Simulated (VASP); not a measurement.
# BN: layer in an electric field

BN, sheet, 2 atoms in the cell. RPBE; PAW potentials B, N (PBE set).

Vacuum (Å): 10; k-point spacing in the plane (1/Å): 0.25; Starting cell: layer relaxed first with the same functional; Layers: 1; Field step (eV/Å): 0.1.

## Input

INCAR.step1:
```
SYSTEM = BN
ALGO = Normal
AMIN = 0.01
DIPOL = 0.5 0.5 0.5
EDIFF = 1E-7
EFIELD = -0.4
ENCUT = 525
GGA = RP
IDIPOL = 3
ISMEAR = 0
KPAR = 4
LASPH = .True.
LCHARG = .False.
LDIPOL = .True.
LREAL = .False.
LWAVE = .False.
NELM = 150
PREC = Accurate
SIGMA = 0.02
```

INCAR.step2, as INCAR.step1 but for:
```
- EFIELD = -0.4
+ EFIELD = -0.2
```

INCAR.step3 changes the same tag again: EFIELD = -0.1.

INCAR.step4, as INCAR.step3 but for:
```
- EFIELD = -0.1
```

INCAR.step5 to INCAR.step7 change the same tag again: EFIELD = 0.1, 0.2, 0.4.

KPOINTS:
```
Automatic mesh
0
Gamma
  20 12 1
  0 0 0
```

POSCAR:
```
BN
1.0
    2.5247149007      0.0000000000      0.0000000000
    3.7870723513      2.1864672414      0.0000000000
    0.0000000000      0.0000000000     10.0003132598
B N
1 1
Direct
    0.0000000000      0.0000000000      0.5000156625
    1.0000000000      0.6666666667      0.4999843375
```

Commands (each step's output is kept before the next begins):
```
cat potpaw_PBE.64/B/POTCAR potpaw_PBE.64/N/POTCAR > POTCAR
cp INCAR.step1 INCAR
mpirun -np 4 vasp_std > vasp.out
rm WAVECAR CHG
cp INCAR.step2 INCAR
mpirun -np 4 vasp_std > vasp.out
rm WAVECAR CHG
cp INCAR.step3 INCAR
mpirun -np 4 vasp_std > vasp.out
rm WAVECAR CHG
cp INCAR.step4 INCAR
mpirun -np 4 vasp_std > vasp.out
rm WAVECAR CHG
cp INCAR.step5 INCAR
mpirun -np 4 vasp_std > vasp.out
rm WAVECAR CHG
cp INCAR.step6 INCAR
mpirun -np 4 vasp_std > vasp.out
rm WAVECAR CHG
cp INCAR.step7 INCAR
mpirun -np 4 vasp_std > vasp.out
```

## Result

- Polarisability along the normal (Å³ per cell): 0.91
- 4 pi alpha over area (Å): 2.08

Field series:

| EFIELD (eV/Å) | dipole along z (e Å, as printed) | gap on the mesh (eV) |
|---|---|---|
| -0.400 | -0.0254 | 4.247 |
| -0.200 | -0.0127 | 4.423 |
| -0.100 | -0.0064 | 4.472 |
| 0.000 | -0.0001 | 4.487 |
| 0.100 | 0.0063 | 4.471 |
| 0.200 | 0.0126 | 4.422 |
| 0.400 | 0.0253 | 4.245 |

Limits: In strong fields electrons can gather in the vacuum; the last points may hold such a state.

VASP 6.6.1 took 174 s on 4 cores (Intel Xeon Platinum 8488C (Sapphire Rapids)), a shared host.
